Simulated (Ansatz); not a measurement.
Mg8HO8: course of a relaxation

Theory: DFT PBEsol, scalar-relativistic, plane waves, PAW in Ansatz 0.2.0. Settings: 420 eV cutoff, 2×2×2 k-mesh, Gaussian smearing of 0.02 eV, collinear spin.

What was changed: H interstitial, charge +0, atoms relaxed.

In a supercell of 17 atoms the defect feels its periodic images, and the cell reads as a metal on the mesh, so a level in the gap can't be told from a carrier in the bands.

Command:

```bash
ansatz run input.yaml --threads 4 --pin off --max-ram 10240MiB --backend cpu --events-out ev --progress --plain --runs-dir out
```

Input:

```yaml
crystal:
  lattice:
    - [0.0, 4.2140464033, -4.2140464033]
    - [4.2140464033, 4.2140464033, 0.0]
    - [4.2140464033, 0.0, -4.2140464033]
  atoms:
    - { symbol: Mg, position: [0.0, 0.0, 0.5] }
    - { symbol: Mg, position: [0.0, 0.5, 0.5] }
    - { symbol: Mg, position: [0.5, 0.0, 0.5] }
    - { symbol: Mg, position: [0.5, 0.5, 0.5] }
    - { symbol: Mg, position: [0.0, 0.0, 1.0] }
    - { symbol: Mg, position: [0.0, 0.5, 1.0] }
    - { symbol: Mg, position: [0.5, 0.0, 1.0] }
    - { symbol: Mg, position: [0.5, 0.5, 1.0] }
    - { symbol: O, position: [0.25, 0.75, 0.25] }
    - { symbol: O, position: [0.25, 0.25, 0.25] }
    - { symbol: O, position: [0.75, 0.75, 0.25] }
    - { symbol: O, position: [0.75, 0.25, 0.25] }
    - { symbol: O, position: [0.25, 0.75, 0.75] }
    - { symbol: O, position: [0.25, 0.25, 0.75] }
    - { symbol: O, position: [0.75, 0.75, 0.75] }
    - { symbol: O, position: [0.75, 0.25, 0.75] }
    - { symbol: H, position: [0.859952117, 0.3887035696, 0.8755295679], spin: 1.0 }
basis:
  ecutwfc: 420
  xc_grid: 2
kpoints:
  mp_grid: { grid: [2, 2, 2], shift: [0.0, 0.0, 0.0] }
hamiltonian:
  xc: pbesol
scf:
  occupations: { method: gaussian, width: 0.02 }
output:
  forces: true
  stress: false
  eigenvalues: true
  populations: true
  write_density: true
  write_potential: true
  elf: true
  volumetric_format: npy
magnetization:
  spin_polarized: true
relax:
  adjacent_minimum: "off"
  f_tol: 0.02
  max_steps: 60
```

F is the free energy.

Steps:

| step | F − F(1) (eV) | largest force component (eV/Å) |
| --- | --- | --- |
| 1 | 0.0000 | 0.934 |
| 2 | -0.1872 | 0.452 |
| 3 | -0.2676 | 0.078 |
| 4 | -0.2707 | 0.020 |
| 5 | -0.2709 | 0.002 |

Relaxed structure:

```xyz
17
Lattice="0.0000 4.2140 -4.2140 4.2140 4.2140 0.0000 4.2140 0.0000 -4.2140" Properties=species:S:1:pos:R:3 pbc="T T T"
Mg    2.1123   -0.0020   -2.1017
Mg    4.2040    2.1203   -2.0898
Mg    2.1123    2.1084   -4.2122
Mg    4.2158    4.2120   -4.2122
Mg    4.2040   -0.0139   -4.2240
Mg    6.3382    2.1203   -4.2241
Mg    4.2158    2.1084   -6.3157
Mg    6.3383    4.2000   -6.3038
O     4.2158    4.2121   -2.1017
O     2.1122    2.1083   -2.1017
O     4.2159    6.3224   -4.2122
O     2.1566    4.1676   -4.2565
O     6.3263    4.2121   -4.2122
O     4.1715    2.1528   -4.2565
O     6.3706    6.3669   -6.2714
O     4.1715    4.1676   -6.2715
H     5.2713    5.2672   -7.3708
```

The run converged. The run took 21 s on 4 threads of Arm Neoverse V1, with other jobs on the host, peak memory 0.61 GiB.